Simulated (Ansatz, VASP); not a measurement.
This is a calculation of Pt for VASP 6.6.1.

Contents of INCAR:

```
ALGO     = Normal         # electronic algorithm
EDIFF    = 1E-6           # SCF threshold, eV
EDIFFG   = -0.01          # ionic threshold
ENCUT    = 600            # plane-wave cutoff, eV
GGA      = PE             # functional
IBRION   = 2              # ionic algorithm
ISIF     = 3              # what is computed and relaxed
ISMEAR   = -1             # smearing method
IVDW     = 13             # dispersion correction
LASPH    = True           # aspherical terms in the spheres
LCHARG   = False          # write CHGCAR
LREAL    = False          # projectors in reciprocal space
LWAVE    = False          # write WAVECAR
NELM     = 80             # most SCF steps
NSW      = 60             # ionic steps
PREC     = Accurate       # precision mode
SIGMA    = 0.05           # smearing width, eV
```

File KPOINTS:

```
k-points
0
Gamma
  12 12 12
```

The input POSCAR:

```
Pt
1.0
    0.0000000000      1.9609000000      1.9609000000
    1.9609000000      0.0000000000      1.9609000000
    1.9609000000      1.9609000000      0.0000000000
Pt
1
Direct
    0.0000000000      0.0000000000      0.0000000000
```

Potentials or basis: VASP PAW PBE potentials, release 64 (Pt).

Launch:

```console
$ cat potpaw_PBE.64/Pt/POTCAR > POTCAR
$ mpirun -np 1 vasp_std > vasp.out
```

**Question.** Translate it to Ansatz 0.2.0. Potentials there: Ansatz PAW.

**Answer.** As run (the cutoff follows the program's own potentials):

The input input.yaml:

```yaml
crystal:
  lattice:
    - [0.0, 1.9609, 1.9609]
    - [1.9609, 0.0, 1.9609]
    - [1.9609, 1.9609, 0.0]
  atoms:
    - { symbol: Pt, position: [0.0, 0.0, 0.0] }
hamiltonian:
  xc: pbe
  pseudopotentials: { kind: paw }
  dispersion: d4
kpoints:
  mp_grid: { grid: [12, 12, 12] }
scf:
  occupations: { method: fermi_dirac, width: 0.05 }
output:
  forces: true
  stress: true
relax:
  f_tol: 0.01
  max_steps: 40
  cell: { stress_tol: 0.05 }
```

Potentials or basis: Ansatz PAW.

Launch:

```bash
$ ansatz run input.yaml --threads 2 --pin off --max-ram 5632MiB --backend cpu --events-out ev --progress --plain --runs-dir out
```

Both were run:

|  | VASP | Ansatz | Ansatz less VASP |
| --- | --- | --- | --- |
| relaxed volume (Å³/atom) | 15.20 | 15.23 | +0.024 |
| relaxed cell length with the largest relative difference (Å) | 2.781 | 2.782 | +0.0015 |
| energy change over the relaxation (meV/atom) | -1 | -1 | -0.4 |

The two sets of potentials don't hold the same shells in valence.

Caveats: pairwise dispersion overbinds metals, which lowers pressure and volume (VASP); the plane-wave basis is chosen anew once the cell has moved, so the energies of steps on either side of that aren't comparable (Ansatz). Zero-point motion and thermal expansion aren't in these numbers. Spin-orbit coupling is left out, which matters for the levels of Pt.
